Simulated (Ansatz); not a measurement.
# Band structure of Lu

```xyz
2
Lattice="3.5099 0.0000 0.0000 -1.7549 3.0397 0.0000 0.0000 0.0000 5.5666" Properties=species:S:1:pos:R:3 pbc="T T T"
Lu    0.0000    2.0264    1.3917
Lu    1.7549    1.0132    4.1749
```

Atom numbers follow the list: Lu1, Lu2.

The cell is COD entry 1538083, as deposited and not checked against the literature; nothing was relaxed.

No spin–orbit coupling, which matters for the heavy atoms here.

Computed with DFT, PBE, all-electron LAPW, scalar-relativistic (Ansatz 0.2.0).

Settings: a Γ-centred 13×13×8 k mesh, Fermi–Dirac smearing of 0.03 eV, basis error target 0.5 meV/atom, no spin polarisation.

Points in fractions of the reciprocal vectors of this cell: Γ (0, 0, 0), M (0.5, 0, 0), K (0.333, 0.333, 0), A (0, 0, 0.5), L (0.5, 0, 0.5), H (0.333, 0.333, 0.5). The path joins them by straight lines in the order Γ–M–K–Γ–A–L–H–A–L; legs that retrace an earlier one aren't tabulated. Energies are in eV from the Fermi level.

(1) Metal or insulator at this level of theory?

(2) Tabulate bands 32 to 37, counted from the lowest band of the run, along the path.

## Answers

(1) No gap opens: metallic or semimetallic.

(2) 
```tsv
k (1/Å)	point	band 32	band 33	band 34	band 35	band 36	band 37
0.00	Γ	-4.90	-4.90	-2.41	0.50	2.20	2.20
0.26		-4.91	-4.90	-2.04	0.27	1.47	2.43
0.52		-4.90	-4.61	-1.18	-0.22	0.54	1.70
0.78		-4.90	-3.26	-0.96	-0.65	-0.06	1.70
1.03	M	-4.90	-2.31	-1.36	-0.82	-0.33	1.51
1.18		-4.90	-2.20	-1.25	-0.79	-0.36	1.48
1.33		-4.91	-1.87	-0.99	-0.71	-0.46	1.42
1.48		-4.92	-1.41	-0.77	-0.62	-0.58	1.32
1.63	K	-4.92	-0.95	-0.95	-0.61	-0.59	1.26
1.93		-4.92	-2.42	-0.60	-0.44	-0.37	1.33
2.23		-4.91	-4.18	-0.80	-0.33	0.23	1.52
2.53		-4.91	-4.90	-1.92	0.21	1.31	2.30
2.82	Γ	-4.90	-4.90	-2.41	0.50	2.20	2.20
2.96		-4.90	-4.90	-2.57	0.49	2.14	2.14
3.11		-4.90	-4.90	-3.02	0.55	2.03	2.05
3.25		-4.90	-4.90	-3.67	0.77	1.59	2.04
3.39	A	-4.90	-4.38	-4.38	1.14	1.14	2.13
3.65		-4.91	-4.05	-4.05	0.96	0.96	1.88
3.90		-4.91	-3.23	-3.23	0.52	0.52	1.49
4.16		-4.92	-2.38	-2.38	0.15	0.15	1.33
4.42	L	-4.92	-2.06	-2.06	0.08	0.08	1.33
4.57		-4.92	-1.94	-1.94	0.12	0.12	1.13
4.72		-4.92	-1.59	-1.59	0.21	0.21	0.66
4.87		-4.92	-1.08	-1.08	0.06	0.06	0.34
5.02	H	-4.92	-0.56	-0.56	-0.44	-0.44	0.34
5.32		-4.92	-1.65	-1.65	0.11	0.11	0.76
5.61		-4.92	-2.88	-2.88	0.41	0.41	1.31
5.91		-4.91	-3.95	-3.95	0.91	0.91	1.81
6.21	A	-4.90	-4.38	-4.38	1.14	1.14	2.13
```
